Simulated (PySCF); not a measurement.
# CH4N2O (urea): the cost of one run

The runs use PySCF 2.14.0, with density-fitted response routines of our own; the level of theory stands in each step. All values are computed, except where a source is named. Atoms are numbered from 0 throughout.

### Step 1. Starting geometry

8 atoms, charge 0, multiplicity 1; geometry from: MMFF94s. The atoms were then displaced at random by about 0.03 Å, so the start is not that level's minimum.

Bonds of the start (Å): N0–C1 1.44, C1–N2 1.39, C1–O3 1.28, N0–H4 0.97, N0–H5 0.98, N2–H6 0.94, N2–H7 0.96.

### Step 2. Geometry optimisation at PBE0-D3(BJ)/def2-SVP

What the job is given:

```
{"job": {"xc": "PBE0", "basis": "def2-SVP", "d3": "d3bj", "grid": 1, "shake": 0.03, "kind": "geom"}, "charge": 0, "multiplicity": 1}
N      0.960220    -0.359560     0.687630
C      0.151440     0.440100    -0.189530
N     -1.093840    -0.085580    -0.500810
O      0.660060     1.515800    -0.664680
H      0.570100    -1.172970     1.033180
H      1.799710     0.082720     0.923530
H     -1.597070     0.425630    -1.114220
H     -1.312390    -0.931790    -0.103320
```

The run is started by

```bash
$ OMP_NUM_THREADS=1 python probes_run.py task.json out
```

One launch serves the whole session: the jobs run in the order shown.

Q: Estimate the wall time and peak memory of this first job on 1 thread of Arm Neoverse V1, shared host.

About 31 s, with a peak of 0.32 GiB.
